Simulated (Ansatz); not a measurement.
Energy landscape near a NaCl structure

Level of theory: DFT PBEsol, scalar-relativistic, plane waves, PAW in Ansatz.

Cutoff 420 eV; k points 8×8×8 on the computed 2-atom cell (Γ-centred); Gaussian smearing, width 0.02 eV; no spin polarisation.

Reference cell:

```
Na Cl
1.0
     0.00000    2.83175    2.83175
     2.83175    0.00000    2.83175
     2.83175    2.83175    0.00000
Na Cl
1 1
Direct
  0.00000 0.00000 0.00000
  0.50000 0.50000 0.50000
```

Each variant moves atoms of this cell by the vectors given, if any (Å), and then applies a symmetric strain (tensor components, Cartesian axes). The reference cell isn't relaxed at this level. Energies are per atom at zero smearing, counted from the lowest variant. Pressure is positive in compression.

1. strain (xx yy zz yz xz xy, %) 4.04 1.60 2.32 -2.00 1.01 0.17; moves: Na1 (-0.074, 0.008, 0.130); Cl2 (0.074, -0.008, -0.130)
2. no strain; moves: Cl2 (0.000, 0.000, 0.090)
3. strain (xx yy zz yz xz xy, %) -2.64 -2.53 -2.90 0.34 -1.00 0.80; moves: Na1 (-0.026, 0.126, -0.078); Cl2 (0.026, -0.126, 0.078)
4. strain (xx yy zz yz xz xy, %) 3.52 3.52 3.52 0.00 0.00 0.00
5. strain (xx yy zz yz xz xy, %) 0.47 0.47 -2.53 0.00 0.00 0.00
6. no strain; moves: Na1 (0.375, 0.000, 0.000)
7. strain (xx yy zz yz xz xy, %) 1.60 1.60 1.60 -2.00 -2.00 -2.00
8. strain (xx yy zz yz xz xy, %) -2.40 -3.90 -2.40 0.13 -0.18 0.13; moves: Na1 (0.071, 0.000, -0.071); Cl2 (-0.071, 0.000, 0.071)
9. no strain; moves: Cl2 (0.000, 0.045, 0.000)
10. no strain; moves: Na1 (0.000, 0.000, 0.150)

```tsv
result	ΔE (meV/atom)	P (GPa)	largest force (eV/Å)	gap on mesh (eV)
A	2.1	-0.70	0.11	4.89
B	12.0	-1.72	0.00	4.58
C	56.8	0.86	0.78	4.91
D	6.7	-0.55	0.20	4.89
E	42.1	2.57	0.57	5.14
F	0.0	-0.35	0.00	4.94
G	0.2	-0.76	0.05	4.89
H	27.0	-2.56	0.00	4.55
I	38.8	-1.50	0.29	4.57
J	20.8	2.16	0.35	5.23
```

Problem. Which variant gave which result?

Solution. A is 2, B is 7, C is 6, D is 10, E is 3, F is 5, G is 9, H is 4, I is 1, J is 8.